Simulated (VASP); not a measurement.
Crystal: MgO2.

```
Mg O
1.0
     4.82861    0.00000    0.00000
     0.00000    4.82861    0.00000
     0.00000    0.00000    4.82861
Mg O
4 8
Direct
  0.00000 0.00000 0.00000
  0.50000 0.00000 0.50000
  0.50000 0.50000 0.00000
  0.00000 0.50000 0.50000
  0.58942 0.91058 0.08942
  0.91058 0.08942 0.58942
  0.08942 0.58942 0.91058
  0.41058 0.41058 0.41058
  0.58942 0.58942 0.58942
  0.91058 0.41058 0.08942
  0.08942 0.91058 0.41058
  0.41058 0.08942 0.91058
```

The cell is a database's computed one.

Base run:

* Program: VASP 6.6.1
* Functional: AM05
* Potentials or basis: VASP PAW PBE potentials, release 64 (Mg, O)
* Cutoff: 520 eV
* k mesh: 6 × 6 × 6
* Occupations: fermi-dirac, width 0.05 eV
* Spin: no spin polarisation

Its results: band gap on the k mesh 3.88 eV, indirect (least direct gap 4.01 eV); pressure 1.1 GPa; largest force 0.335 eV/Å.

Problem. The run is repeated on the same cell with these changes: functional from AM05 to BLYP. What comes out?

Solution. Band gap on the k mesh 4.06 eV, indirect (least direct gap 4.18 eV); pressure 9.0 GPa; largest force 0.551 eV/Å.

BLYP binds less tightly than AM05, so the same cell stands under more pressure.

Caveats: the PAW data sets were made with another functional, which shifts forces and pressure a little.
